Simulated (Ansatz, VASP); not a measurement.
# One calculation of AlN, two programs

File INCAR:

```
PREC = Accurate
ENCUT = 520
EDIFF = 1E-6
ISMEAR = -1
SIGMA = 0.02
LREAL = False
LASPH = True
NELM = 100
ALGO = Normal
ISIF = 2
LWAVE = False
LCHARG = False
GGA = CA
NBANDS = 11
```

File KPOINTS:

```
Automatic mesh
0
Gamma
  10 10 10
```

The input POSCAR:

```
AlN
1.0
    0.0000000000      1.9780000000      1.9582200000
    1.9780000000      0.0000000000      1.9582200000
    1.9780000000      1.9780000000      0.0000000000
Al N
1 1
Direct
    0.0000000000      0.0000000000      0.0000000000
    0.5000000000      0.5000000000      0.5000000000
```

Input for Ansatz:

```yaml
crystal:
  lattice:
    - [0.0, 1.978, 1.95822]
    - [1.978, 0.0, 1.95822]
    - [1.978, 1.978, 0.0]
  atoms:
    - { symbol: Al, position: [0.0, 0.0, 0.0] }
    - { symbol: "N", position: [0.5, 0.5, 0.5] }
kpoints:
  mp_grid: { grid: [10, 10, 10] }
  band_path:
    path:
      - [0.0, 0.0, 0.0]
      - [0.0, 0.5, 0.5]
      - [0.25, 0.75, 0.5]
      - [0.0, 0.5, 0.0]
      - [0.0, 0.0, 0.0]
      - [0.5, 0.5, 0.0]
      - [0.3775380063, 0.6224619937, 0.0]
      - [-0.3775380063, 0.3775380063, 0.0]
      - [0.0, 0.0, 0.0]
    npoints: 5
scf:
  occupations: { method: fermi_dirac, width: 0.02 }
hamiltonian:
  xc: lda
  pseudopotentials: { kind: all_electron, lapw: { basis_error: 0.001 } }
output:
  forces: true
  stress: true
  eigenvalues: true
```

Change from the starting cell: zz strain of -1 %.

Alike in both runs: task single point; functional LDA; k mesh 10 × 10 × 10; occupations fermi-dirac, width 0.02 eV; no spin polarisation.

|  | VASP | Ansatz |
| --- | --- | --- |
| version | VASP 6.6.1 | Ansatz 0.2.0 |
| potentials or method | VASP PAW LDA potentials, release 64 (Al, N) | all-electron LAPW, scalar-relativistic |
| plane-wave cutoff (eV) | 520 | see its input |

```tsv
	VASP	Ansatz	Ansatz less VASP
gap on the k mesh at the Fermi level (eV)	4.96	4.98	+0.022
pressure (GPa)	16.7	15.8	-0.82
largest component of the traceless stress (GPa)	2.87	2.81	-0.059
```

Ansatz ran all-electron here, so the differences hold the error of VASP's frozen core and of both bases.

Caveats: so large a pressure means that the cell lies far from this level's equilibrium, or that cutoff or potentials fall short (VASP). A k mesh can miss the band edges.
